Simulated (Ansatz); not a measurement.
Run this with the Ansatz DFT code, driven from Python and show what comes out.

`POSCAR_mgo`
```text
MgO
1.0
   2.93802090    0.00000000    0.00000000
  -1.46901045    2.54440074    0.00000000
   0.00000000    0.00000000    2.67968000
Mg O
1 1
Direct
   0.00000000    0.00000000    0.00000000
   0.33333333    0.66666667    0.50000000
```

The script, `mgo.py`:
```python
# -*- coding: utf-8 -*-
"""Stiffness tensor and moduli of MgO."""

import ansatz as az
from ase.io import read
import numpy as np

atoms = read("POSCAR_mgo", format="vasp")
xtal = az.Crystal.from_ase(atoms)

job = (
    xtal.calculation()
    .functional("pbesol")
    .occupations(az.OccupationsMethod.FIXED)
    .mixing("broyden", beta=0.7)
    .scf(tolerance=1e-07)
    .kpoints(9, 9, 8)  # the mesh must be finer for metals
)
out = job.elastic("relaxed-ion").run(threads=1)
elastic = out.elastic

print("C_ij (GPa), Voigt order xx yy zz yz xz xy")
for row in elastic.c_gpa:
    print(" ".join(f"{value:8.1f}" for value in row))
print("smallest eigenvalue of C:", round(elastic.stability.min_eigenvalue_gpa, 1), "GPa; tensor positive definite:", elastic.stability.min_eigenvalue_gpa > 0)
# averaged moduli need a positive definite tensor
if elastic.stability.min_eigenvalue_gpa > 0:
    for name, value in elastic.moduli.to_plain().items():
        print(f"{name:14s} {value:9.3f}")
```

`python mgo.py` gives:
```text
DeckWarning: basis.ecutwfc = 420 eV, auto-derived from the records' recommended cutoffs: set by Mg (normal level)
DeckWarning: elastic: scf.convergence.dr2_threshold = 1e-7 eV (typed) is looser than the 1e-10 eV advised at elastic.amplitude = 2e-3. Elastic constants divide stress differences by the amplitude, so [...]
C_ij (GPa), Voigt order xx yy zz yz xz xy
   309.8     79.0    -33.3      0.0     -0.0     -0.0
    79.0    309.8    -33.3     -0.0      0.0     -0.0
   -33.4    -33.4    523.9      0.0      0.0     -0.0
     0.0     -0.0     -0.0     -2.4      0.0      0.0
    -0.0      0.0     -0.0     -0.0     -2.4     -0.0
    -0.0      0.0     -0.0      0.0     -0.0    115.4
smallest eigenvalue of C: -2.4 GPa; tensor positive definite: False
```
(Warnings from the package without file and line, shortened.)

What to keep in mind:
- These settings explore the input space; cutoff and mesh may be short of convergence.
- The Fermi level of a run with fixed occupations marks the highest occupied state on its mesh, not mid-gap.
- This cell is a computed structure, which may not be the phase found in nature.
- The constants belong to the cell that was strained; where it wasn't relaxed first it may be under stress.
- The whole script took 88 s on 1 thread of Arm Neoverse V2, on a shared host, peak memory 0.44 GiB.

(A comment or docstring line of the script was reworded after the run, the code is as it ran.)
